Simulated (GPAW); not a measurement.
# Pd (Fm-3m) in GPAW: notebook

Runs on Pd. Level: PBEsol. Tasks: relaxation of cell and atoms.

Everything below comes from runs of GPAW 26.7.0. Logs are shortened: lines on timing, memory, paths and dates and some standing lists are left out, and cuts for length are marked. The log counts tension as positive stress, the text compression.

## 1. The structure

It takes space group Fm-3m (No. 225, cubic). The conventional cell has a = 3.893 Å, b = 3.893 Å, c = 3.893 Å, α = 90.00°, β = 90.00°, γ = 90.00°. Pd (site symmetry m-3m) is surrounded by 12 Pd at 2.75 Å.

## 2. Relaxation of cell and atoms, PBEsol, target pressure 20 GPa, at which the enthalpy is minimised

run.py reads:

```python
from ase import Atoms
from ase.filters import FrechetCellFilter
from ase.io import write
from ase.optimize import BFGS
from ase.units import GPa
from gpaw import GPAW, PW, setup_paths

setup_paths.insert(0, '.')

atoms = Atoms(['Pd'],
              cell=[[0.0, 1.9465, 1.9465],
                    [1.9465, 0.0, 1.9465],
                    [1.9465, 1.9465, 0.0]],
              scaled_positions=[[0.0, 0.0, 0.0]],
              pbc=True)

calc = GPAW(mode=PW(600),
            xc='PBEsol',
            kpts={'size': (12, 12, 12), 'gamma': True},
            occupations={'name': 'fermi-dirac', 'width': 0.05},
            nbands=17,
            convergence={'density': 1e-05, 'forces': 0.0001},
            maxiter=150,
            txt='gpaw.txt')
atoms.calc = calc
opt = BFGS(FrechetCellFilter(atoms, scalar_pressure=20 * GPa), trajectory='relax.traj', logfile='-')
done = opt.run(fmax=0.02, steps=60)
calc.write('gs.gpw')
write('result.traj', atoms)
print('Converged:', done)
print('Cell:', atoms.cell.cellpar().round(4))
print('Volume:', round(atoms.get_volume(), 4))
print(atoms.get_scaled_positions().round(5))
```

Potentials or basis: PAW data sets generated in the run's folder for this functional, pw.

On the command line:

```sh
$ gpaw-setup -f PBEsol Pd
$ OMP_NUM_THREADS=1 python run.py
```

gpaw.txt:

```text
__  _  _
 | _ |_)|_||  |
 |__||  | ||/\| - 26.7.0

Input parameters:
  mode=PW(ecut=600.0),
  convergence={'density': 1e-05, 'forces': 0.0001},
  kpts=MonkhorstPack(size=(12, 12, 12), gamma=True),
  maxiter=150,
  nbands=17,
  occupations=Occupations(name='fermi-dirac', width=0.05),
  xc=XC(name='PBEsol')

Diagonalizing LCAO Hamiltonian
Converting LCAO to pw mode

       Pd

Atoms  # Å, Bohr magnetons
|   | symbol |        x |        y |        z |    initial magnetic moments |
|---|--------|----------|----------|----------|-----------------------------|
| 0 |     Pd | 0.000000 | 0.000000 | 0.000000 | ( 0.0000,  0.0000,  0.0000) |

Unit cell  # Å
| periodic |        x |        y |        z |  lengths |    angles |
|----------|----------|----------|----------|----------|-----------|
|      yes | 0.000000 | 1.946500 | 1.946500 | 2.752767 | 60.000000 |
|      yes | 1.946500 | 0.000000 | 1.946500 | 2.752767 | 60.000000 |
|      yes | 1.946500 | 1.946500 | 0.000000 | 2.752767 | 60.000000 |

Number of symmetries: 48
Symmetry operations  # r_c * U_cc + t_c -> r_c
|    | kind |            matrix            |
|----|------|------------------------------|
|  0 |  σ   |  1, 0, 0,  1, 0,-1,  1,-1, 0 |
|  1 |  C2  |  1, 0, 0,  1,-1, 0,  1, 0,-1 |
|  2 |  E   |  1, 0, 0,  0, 1, 0,  0, 0, 1 |
|  3 |  σ   |  1, 0, 0,  0, 0, 1,  0, 1, 0 |
|  4 |  C4  |  1, 0,-1,  1, 0, 0,  1,-1, 0 |
|  5 |  S6  |  1, 0,-1,  1,-1, 0,  1, 0, 0 |
|  6 |  σ   |  1, 0,-1,  0, 1,-1,  0, 0,-1 |
|  7 |  C3  |  1, 0,-1,  0, 0,-1,  0, 1,-1 |
|  8 |  S6  |  1,-1, 0,  1, 0, 0,  1, 0,-1 |
|  9 |  C4  |  1,-1, 0,  1, 0,-1,  1, 0, 0 |
| 10 |  C3  |  1,-1, 0,  0,-1, 1,  0,-1, 0 |
| 11 |  σ   |  1,-1, 0,  0,-1, 0,  0,-1, 1 |
| 12 |  σ   |  0, 1, 0,  1, 0, 0,  0, 0, 1 |
| 13 |  C4  |  0, 1, 0,  0, 1,-1, -1, 1, 0 |
| 14 |  C3  |  0, 1, 0,  0, 0, 1,  1, 0, 0 |
| 15 |  S6  |  0, 1, 0, -1, 1, 0,  0, 1,-1 |
| 16 |  C2  |  0, 1,-1,  1, 0,-1,  0, 0,-1 |
| 17 |  σ   |  0, 1,-1,  0, 1, 0, -1, 1, 0 |
| 18 |  S4  |  0, 1,-1,  0, 0,-1,  1, 0,-1 |
| 19 |  C4  |  0, 1,-1, -1, 1, 0,  0, 1, 0 |
| 20 |  C3  |  0, 0, 1,  1, 0, 0,  0, 1, 0 |
| 21 |  σ   |  0, 0, 1,  0, 1, 0,  1, 0, 0 |
| 22 |  S6  |  0, 0, 1,  0,-1, 1, -1, 0, 1 |
| 23 |  C4  |  0, 0, 1, -1, 0, 1,  0,-1, 1 |
| 24 |  S4  |  0, 0,-1,  1, 0,-1,  0, 1,-1 |
| 25 |  C3  |  0, 0,-1,  0, 1,-1,  1, 0,-1 |
| 26 |  C2  |  0, 0,-1,  0,-1, 0, -1, 0, 0 |
| 27 |  S6  |  0, 0,-1, -1, 0, 0,  0,-1, 0 |
| 28 |  S4  |  0,-1, 1,  1,-1, 0,  0,-1, 0 |
| 29 |  C4  |  0,-1, 1,  0, 0, 1, -1, 0, 1 |
| 30 |  C2  |  0,-1, 1,  0,-1, 0,  1,-1, 0 |
| 31 |  σ   |  0,-1, 1, -1, 0, 1,  0, 0, 1 |
| 32 |  C3  |  0,-1, 0,  1,-1, 0,  0,-1, 1 |
| 33 |  S6  |  0,-1, 0,  0, 0,-1, -1, 0, 0 |
| 34 |  S4  |  0,-1, 0,  0,-1, 1,  1,-1, 0 |
| 35 |  C2  |  0,-1, 0, -1, 0, 0,  0, 0,-1 |
| 36 |  C2  | -1, 1, 0,  0, 1, 0,  0, 1,-1 |
| 37 |  S6  | -1, 1, 0,  0, 1,-1,  0, 1, 0 |
| 38 |  S4  | -1, 1, 0, -1, 0, 1, -1, 0, 0 |
| 39 |  C3  | -1, 1, 0, -1, 0, 0, -1, 0, 1 |
| 40 |  S6  | -1, 0, 1,  0, 0, 1,  0,-1, 1 |
| 41 |  C2  | -1, 0, 1,  0,-1, 1,  0, 0, 1 |
| 42 |  C3  | -1, 0, 1, -1, 1, 0, -1, 0, 0 |
| 43 |  S4  | -1, 0, 1, -1, 0, 0, -1, 1, 0 |
| 44 |  C2  | -1, 0, 0,  0, 0,-1,  0,-1, 0 |
| 45 |  i   | -1, 0, 0,  0,-1, 0,  0, 0,-1 |
| 46 |  σ   | -1, 0, 0, -1, 1, 0, -1, 0, 1 |
| 47 |  C2  | -1, 0, 0, -1, 0, 1, -1, 1, 0 |
[... 141 lines left out ...]
Fermi level: 9.318
Eigenvalues  # (at kpt = [-0.000, -0.000, -0.000])
| band index |      eig [eV] | occ [0-2] |
|------------|---------------|-----------|
|          0 |       -40.298 |     2.000 |
|          1 |       -40.298 |     2.000 |
|          2 |       -40.298 |     2.000 |
|          3 |         2.115 |     2.000 |
|          4 |         6.481 |     2.000 |
|          5 |         6.481 |     2.000 |
[... 9 lines left out ...]
|         15 |        39.494 |     0.000 |
|         16 |        39.494 |     0.000 |

No gap
No difference between direct/indirect transitions

Stress tensor  # eV/Ang^3
|         x |         y |         z |
|-----------|-----------|-----------|
|  0.015594 | -0.000000 | -0.000000 |
| -0.000000 |  0.015594 |  0.000000 |
| -0.000000 |  0.000000 |  0.015594 |

Forces  # eV/Ang
|        x |       y |        z |
|----------|---------|----------|
| -0.00000 | 0.00000 | -0.00000 |  # Pd   0

Interpolating wave functions to new cell

       Pd

Atoms  # Å, Bohr magnetons
|   | symbol |         x |         y |         z |    initial magnetic moments |
|---|--------|-----------|-----------|-----------|-----------------------------|
| 0 |     Pd | -0.000000 | -0.000000 | -0.000000 | ( 0.0000,  0.0000,  0.0000) |

Unit cell  # Å
| periodic |        x |        y |        z |  lengths |    angles |
|----------|----------|----------|----------|----------|-----------|
|      yes | 0.000000 | 1.889748 | 1.889748 | 2.672507 | 60.000000 |
|      yes | 1.889748 | 0.000000 | 1.889748 | 2.672507 | 60.000000 |
|      yes | 1.889748 | 1.889748 | 0.000000 | 2.672507 | 60.000000 |

Number of symmetries: 48
Symmetry operations  # r_c * U_cc + t_c -> r_c
|    | kind |            matrix            |
|----|------|------------------------------|
|  0 |  σ   |  1, 0, 0,  1, 0,-1,  1,-1, 0 |
|  1 |  C2  |  1, 0, 0,  1,-1, 0,  1, 0,-1 |
|  2 |  E   |  1, 0, 0,  0, 1, 0,  0, 0, 1 |
|  3 |  σ   |  1, 0, 0,  0, 0, 1,  0, 1, 0 |
|  4 |  C4  |  1, 0,-1,  1, 0, 0,  1,-1, 0 |
|  5 |  S6  |  1, 0,-1,  1,-1, 0,  1, 0, 0 |
|  6 |  σ   |  1, 0,-1,  0, 1,-1,  0, 0,-1 |
|  7 |  C3  |  1, 0,-1,  0, 0,-1,  0, 1,-1 |
|  8 |  S6  |  1,-1, 0,  1, 0, 0,  1, 0,-1 |
|  9 |  C4  |  1,-1, 0,  1, 0,-1,  1, 0, 0 |
| 10 |  C3  |  1,-1, 0,  0,-1, 1,  0,-1, 0 |
| 11 |  σ   |  1,-1, 0,  0,-1, 0,  0,-1, 1 |
| 12 |  σ   |  0, 1, 0,  1, 0, 0,  0, 0, 1 |
| 13 |  C4  |  0, 1, 0,  0, 1,-1, -1, 1, 0 |
| 14 |  C3  |  0, 1, 0,  0, 0, 1,  1, 0, 0 |
| 15 |  S6  |  0, 1, 0, -1, 1, 0,  0, 1,-1 |
| 16 |  C2  |  0, 1,-1,  1, 0,-1,  0, 0,-1 |
| 17 |  σ   |  0, 1,-1,  0, 1, 0, -1, 1, 0 |
| 18 |  S4  |  0, 1,-1,  0, 0,-1,  1, 0,-1 |
| 19 |  C4  |  0, 1,-1, -1, 1, 0,  0, 1, 0 |
| 20 |  C3  |  0, 0, 1,  1, 0, 0,  0, 1, 0 |
| 21 |  σ   |  0, 0, 1,  0, 1, 0,  1, 0, 0 |
| 22 |  S6  |  0, 0, 1,  0,-1, 1, -1, 0, 1 |
| 23 |  C4  |  0, 0, 1, -1, 0, 1,  0,-1, 1 |
| 24 |  S4  |  0, 0,-1,  1, 0,-1,  0, 1,-1 |
| 25 |  C3  |  0, 0,-1,  0, 1,-1,  1, 0,-1 |
| 26 |  C2  |  0, 0,-1,  0,-1, 0, -1, 0, 0 |
| 27 |  S6  |  0, 0,-1, -1, 0, 0,  0,-1, 0 |
| 28 |  S4  |  0,-1, 1,  1,-1, 0,  0,-1, 0 |
| 29 |  C4  |  0,-1, 1,  0, 0, 1, -1, 0, 1 |
| 30 |  C2  |  0,-1, 1,  0,-1, 0,  1,-1, 0 |
| 31 |  σ   |  0,-1, 1, -1, 0, 1,  0, 0, 1 |
| 32 |  C3  |  0,-1, 0,  1,-1, 0,  0,-1, 1 |
| 33 |  S6  |  0,-1, 0,  0, 0,-1, -1, 0, 0 |
| 34 |  S4  |  0,-1, 0,  0,-1, 1,  1,-1, 0 |
| 35 |  C2  |  0,-1, 0, -1, 0, 0,  0, 0,-1 |
| 36 |  C2  | -1, 1, 0,  0, 1, 0,  0, 1,-1 |
| 37 |  S6  | -1, 1, 0,  0, 1,-1,  0, 1, 0 |
| 38 |  S4  | -1, 1, 0, -1, 0, 1, -1, 0, 0 |
| 39 |  C3  | -1, 1, 0, -1, 0, 0, -1, 0, 1 |
| 40 |  S6  | -1, 0, 1,  0, 0, 1,  0,-1, 1 |
| 41 |  C2  | -1, 0, 1,  0,-1, 1,  0, 0, 1 |
| 42 |  C3  | -1, 0, 1, -1, 1, 0, -1, 0, 0 |
| 43 |  S4  | -1, 0, 1, -1, 0, 0, -1, 1, 0 |
| 44 |  C2  | -1, 0, 0,  0, 0,-1,  0,-1, 0 |
| 45 |  i   | -1, 0, 0,  0,-1, 0,  0, 0,-1 |
| 46 |  σ   | -1, 0, 0, -1, 1, 0, -1, 0, 1 |
| 47 |  C2  | -1, 0, 0, -1, 0, 1, -1, 1, 0 |
[... 140 lines left out ...]
Fermi level: 10.870
Eigenvalues  # (at kpt = [-0.000, -0.000, -0.000])
| band index |      eig [eV] | occ [0-2] |
|------------|---------------|-----------|
|          0 |       -38.963 |     2.000 |
|          1 |       -38.963 |     2.000 |
|          2 |       -38.963 |     2.000 |
|          3 |         2.956 |     2.000 |
|          4 |         7.595 |     2.000 |
|          5 |         7.595 |     2.000 |
[... 9 lines left out ...]
|         15 |        42.822 |     0.000 |
|         16 |        42.822 |     0.000 |

No gap
No difference between direct/indirect transitions

Stress tensor  # eV/Ang^3
|         x |         y |         z |
|-----------|-----------|-----------|
| -0.120127 |  0.000000 | -0.000000 |
|  0.000000 | -0.120127 |  0.000000 |
| -0.000000 |  0.000000 | -0.120127 |

Forces  # eV/Ang
|       x |        y |       z |
|---------|----------|---------|
| 0.00000 | -0.00000 | 0.00000 |  # Pd   0

Interpolating wave functions to new cell

       Pd

Atoms  # Å, Bohr magnetons
|   | symbol |         x |        y |         z |    initial magnetic moments |
|---|--------|-----------|----------|-----------|-----------------------------|
| 0 |     Pd | -0.000000 | 0.000000 | -0.000000 | ( 0.0000,  0.0000,  0.0000) |

Unit cell  # Å
| periodic |        x |         y |         z |  lengths |    angles |
|----------|----------|-----------|-----------|----------|-----------|
|      yes | 0.000000 |  1.887981 |  1.887981 | 2.670008 | 60.000000 |
|      yes | 1.887981 | -0.000000 |  1.887981 | 2.670008 | 60.000000 |
|      yes | 1.887981 |  1.887981 | -0.000000 | 2.670008 | 60.000000 |

Number of symmetries: 48
Symmetry operations  # r_c * U_cc + t_c -> r_c
|    | kind |            matrix            |
|----|------|------------------------------|
|  0 |  σ   |  1, 0, 0,  1, 0,-1,  1,-1, 0 |
|  1 |  C2  |  1, 0, 0,  1,-1, 0,  1, 0,-1 |
|  2 |  E   |  1, 0, 0,  0, 1, 0,  0, 0, 1 |
|  3 |  σ   |  1, 0, 0,  0, 0, 1,  0, 1, 0 |
|  4 |  C4  |  1, 0,-1,  1, 0, 0,  1,-1, 0 |
|  5 |  S6  |  1, 0,-1,  1,-1, 0,  1, 0, 0 |
|  6 |  σ   |  1, 0,-1,  0, 1,-1,  0, 0,-1 |
|  7 |  C3  |  1, 0,-1,  0, 0,-1,  0, 1,-1 |
|  8 |  S6  |  1,-1, 0,  1, 0, 0,  1, 0,-1 |
|  9 |  C4  |  1,-1, 0,  1, 0,-1,  1, 0, 0 |
| 10 |  C3  |  1,-1, 0,  0,-1, 1,  0,-1, 0 |
| 11 |  σ   |  1,-1, 0,  0,-1, 0,  0,-1, 1 |
| 12 |  σ   |  0, 1, 0,  1, 0, 0,  0, 0, 1 |
| 13 |  C4  |  0, 1, 0,  0, 1,-1, -1, 1, 0 |
| 14 |  C3  |  0, 1, 0,  0, 0, 1,  1, 0, 0 |
| 15 |  S6  |  0, 1, 0, -1, 1, 0,  0, 1,-1 |
| 16 |  C2  |  0, 1,-1,  1, 0,-1,  0, 0,-1 |
| 17 |  σ   |  0, 1,-1,  0, 1, 0, -1, 1, 0 |
| 18 |  S4  |  0, 1,-1,  0, 0,-1,  1, 0,-1 |
| 19 |  C4  |  0, 1,-1, -1, 1, 0,  0, 1, 0 |
| 20 |  C3  |  0, 0, 1,  1, 0, 0,  0, 1, 0 |
| 21 |  σ   |  0, 0, 1,  0, 1, 0,  1, 0, 0 |
| 22 |  S6  |  0, 0, 1,  0,-1, 1, -1, 0, 1 |
| 23 |  C4  |  0, 0, 1, -1, 0, 1,  0,-1, 1 |
| 24 |  S4  |  0, 0,-1,  1, 0,-1,  0, 1,-1 |
| 25 |  C3  |  0, 0,-1,  0, 1,-1,  1, 0,-1 |
| 26 |  C2  |  0, 0,-1,  0,-1, 0, -1, 0, 0 |
| 27 |  S6  |  0, 0,-1, -1, 0, 0,  0,-1, 0 |
| 28 |  S4  |  0,-1, 1,  1,-1, 0,  0,-1, 0 |
| 29 |  C4  |  0,-1, 1,  0, 0, 1, -1, 0, 1 |
| 30 |  C2  |  0,-1, 1,  0,-1, 0,  1,-1, 0 |
| 31 |  σ   |  0,-1, 1, -1, 0, 1,  0, 0, 1 |
| 32 |  C3  |  0,-1, 0,  1,-1, 0,  0,-1, 1 |
| 33 |  S6  |  0,-1, 0,  0, 0,-1, -1, 0, 0 |
| 34 |  S4  |  0,-1, 0,  0,-1, 1,  1,-1, 0 |
| 35 |  C2  |  0,-1, 0, -1, 0, 0,  0, 0,-1 |
| 36 |  C2  | -1, 1, 0,  0, 1, 0,  0, 1,-1 |
| 37 |  S6  | -1, 1, 0,  0, 1,-1,  0, 1, 0 |
| 38 |  S4  | -1, 1, 0, -1, 0, 1, -1, 0, 0 |
| 39 |  C3  | -1, 1, 0, -1, 0, 0, -1, 0, 1 |
| 40 |  S6  | -1, 0, 1,  0, 0, 1,  0,-1, 1 |
| 41 |  C2  | -1, 0, 1,  0,-1, 1,  0, 0, 1 |
| 42 |  C3  | -1, 0, 1, -1, 1, 0, -1, 0, 0 |
| 43 |  S4  | -1, 0, 1, -1, 0, 0, -1, 1, 0 |
| 44 |  C2  | -1, 0, 0,  0, 0,-1,  0,-1, 0 |
| 45 |  i   | -1, 0, 0,  0,-1, 0,  0, 0,-1 |
| 46 |  σ   | -1, 0, 0, -1, 1, 0, -1, 0, 1 |
| 47 |  C2  | -1, 0, 0, -1, 0, 1, -1, 1, 0 |
[... 139 lines left out ...]
Fermi level: 10.921
Eigenvalues  # (at kpt = [-0.000, -0.000, -0.000])
| band index |      eig [eV] | occ [0-2] |
|------------|---------------|-----------|
|          0 |       -38.918 |     2.000 |
|          1 |       -38.918 |     2.000 |
|          2 |       -38.918 |     2.000 |
|          3 |         2.985 |     2.000 |
|          4 |         7.632 |     2.000 |
|          5 |         7.632 |     2.000 |
[... 9 lines left out ...]
|         15 |        42.932 |     0.000 |
|         16 |        42.932 |     0.000 |

No gap
No difference between direct/indirect transitions

Stress tensor  # eV/Ang^3
|         x |         y |         z |
|-----------|-----------|-----------|
| -0.125520 | -0.000000 | -0.000000 |
| -0.000000 | -0.125520 |  0.000000 |
| -0.000000 |  0.000000 | -0.125520 |

Forces  # eV/Ang
|       x |        y |       z |
|---------|----------|---------|
| 0.00000 | -0.00000 | 0.00000 |  # Pd   0

# Writing to gs.gpw (mode='')
```

Run time: 31 s. Hardware: 1 thread of Arm Neoverse V1, shared host; peak memory 0.18 GiB.

What came out:

| Item | Value |
| --- | --- |
| Free energy | -4.5448 eV |
| Relaxed volume | 13.46 Å³/atom |
| Relaxed cell | a = 2.670 Å, b = 2.670 Å, c = 2.670 Å, α = 60.00°, β = 60.00°, γ = 60.00° |
| Space group after relaxing (to 0.05 Å) | Fm-3m (No. 225) |
| Energy change on relaxing (the enthalpy is what falls) | +61.1 meV/atom |
| Ionic steps | 3 |
| Pressure after relaxing | 20.1 GPa |
| Band gap on the k mesh | none (metal or under the smearing width) |

The path:
```tsv
step	energy change (eV)	largest force (eV/Å)	pressure (GPa)	volume (Å³)
1	0.0000	0.0000	-2.50	14.75
2	0.0565	0.0000	19.25	13.50
3	0.0611	0.0000	20.11	13.46
```

Final structure:
```
Pd
1.0
     0.00000    1.88798    1.88798
     1.88798    0.00000    1.88798
     1.88798    1.88798    0.00000
Pd
1
Direct
  0.00000 0.00000 0.00000
```

Caveat: later steps reuse the first step's grids.

## 3. Relaxation of cell and atoms, PBEsol, target pressure 30 GPa, at which the enthalpy is minimised

run.py: that of step 2 with these lines changed.

```diff
@@ -25,3 +25,3 @@
 atoms.calc = calc
-opt = BFGS(FrechetCellFilter(atoms, scalar_pressure=20 * GPa), trajectory='relax.traj', logfile='-')
+opt = BFGS(FrechetCellFilter(atoms, scalar_pressure=30 * GPa), trajectory='relax.traj', logfile='-')
 done = opt.run(fmax=0.02, steps=60)
```

Potentials or basis: PAW data sets generated in the run's folder for this functional, pw.

On the command line:

```sh
$ gpaw-setup -f PBEsol Pd
$ OMP_NUM_THREADS=1 python run.py
```

Wall time 39 s (1 thread of Arm Neoverse V1, shared host); peak memory 0.2 GiB.

It converged, with:

```
Free energy                                            : -4.4837 eV
Relaxed volume                                         : 13.07 Å³/atom
Relaxed cell                                           : a = 2.644 Å, b = 2.644 Å, c = 2.644 Å, α = 60.00°, β = 60.00°, γ = 60.00°
Space group after relaxing (to 0.05 Å)                 : Fm-3m (No. 225)
Energy change on relaxing (the enthalpy is what falls) : +121.8 meV/atom
Ionic steps                                            : 4
Pressure after relaxing                                : 30.0 GPa
Band gap on the k mesh                                 : none (metal or under the smearing width)
```

Step by step:
```tsv
step	energy change (eV)	largest force (eV/Å)	pressure (GPa)	volume (Å³)
1	0.0000	0.0000	-2.50	14.75
2	0.1396	0.0000	32.55	12.97
3	0.1188	0.0000	29.55	13.08
4	0.1218	0.0000	30.00	13.07
```

Final structure:
```
Pd
1.0
     0.00000    1.86942    1.86942
     1.86942    0.00000    1.86942
     1.86942    1.86942    0.00000
Pd
1
Direct
  0.00000 0.00000 0.00000
```

Levels at points of the mesh, in eV from the Fermi level:
```csv
k point,band 4,band 5,band 6,band 7,band 8,band 9,band 10,band 11,band 12,band 13
"(0.00, 0.00, 0.00)",-8.19,-3.45,-3.45,-3.45,-1.47,-1.47,17.50,23.25,23.25,23.25
"(0.50, 0.50, 0.00)",-6.54,-6.19,-0.02,0.39,0.39,3.28,12.07,14.20,14.20,23.33
"(0.50, 0.50, 0.50)",-6.34,-3.52,-3.52,0.00,0.00,0.66,8.34,16.83,23.32,23.32
```

Caveat: later steps reuse the first step's grids.

[end of part 1 of 2]
